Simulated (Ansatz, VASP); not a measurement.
## One calculation of NaI, two programs

File INCAR:

```
SYSTEM = NaI
ALGO     = Normal         ! electronic algorithm
EDIFF    = 1E-7           ! SCF threshold, eV
ENCUT    = 520            ! plane-wave cutoff, eV
ISIF     = 2              ! what is computed and relaxed
ISMEAR   = -1             ! smearing method
LASPH    = .TRUE.         ! aspherical terms in the spheres
LCHARG   = .FALSE.        ! write CHGCAR
LREAL    = .FALSE.        ! projectors in reciprocal space
LWAVE    = .FALSE.        ! write WAVECAR
NBANDS   = 14             ! bands
NELM     = 60             ! most SCF steps
PREC     = Accurate       ! precision mode
SIGMA    = 0.02           ! smearing width, eV
```

File KPOINTS:

```
k-points
0
G
  8 8 8
  0 0 0
```

The input POSCAR:

```
NaI
1.0
    0.0000000000      3.1926595029      3.1926595029
    3.1926595029      0.0000000000      3.1926595029
    3.1926595029      3.1926595029      0.0000000000
Na I
1 1
Direct
    0.0000000000      0.0000000000      0.0000000000
    0.5000000000      0.5000000000      0.5000000000
```

Input for Ansatz:

```yaml
crystal:
  lattice:
    - [0.0, 3.1926595029, 3.1926595029]
    - [3.1926595029, 0.0, 3.1926595029]
    - [3.1926595029, 3.1926595029, 0.0]
  atoms:
    - { symbol: Na, position: [0.0, 0.0, 0.0] }
    - { symbol: I, position: [0.5, 0.5, 0.5] }
kpoints:
  mp_grid: { grid: [8, 8, 8] }
  band_path:
    path:
      - [0.0, 0.0, 0.0]
      - [0.5, 0.0, 0.5]
      - [0.625, 0.25, 0.625]
      - [0.375, 0.375, 0.75]
      - [0.0, 0.0, 0.0]
      - [0.5, 0.5, 0.5]
      - [0.5, 0.25, 0.75]
      - [0.5, 0.0, 0.5]
    npoints: 5
scf:
  occupations: { method: fermi_dirac, width: 0.02 }
hamiltonian:
  xc: lda
  pseudopotentials: { kind: all_electron, lapw: { basis_error: 0.001 } }
output:
  forces: true
  stress: true
  eigenvalues: true
```

Change from the starting cell: volume scaled by 0.96.

Alike in both runs: task single point; functional LDA; k mesh 8 × 8 × 8; occupations fermi-dirac, width 0.02 eV; no spin polarisation.

```csv
,VASP,Ansatz
version,VASP 6.6.1,Ansatz 0.2.0
potentials or method,"VASP PAW LDA potentials, release 64 (Na_pv, I)","all-electron LAPW, scalar-relativistic"
plane-wave cutoff (eV),520,see its input
```

```csv
,VASP,Ansatz,Ansatz less VASP
gap on the k mesh at the Fermi level (eV),3.46,3.44,-0.014
pressure (GPa),-1.0,-1.1,-0.03
```

Ansatz ran all-electron here, so the differences hold the error of VASP's frozen core and of both bases.

Caveats: spin-orbit coupling is left out, which moves the levels of the heavy elements.
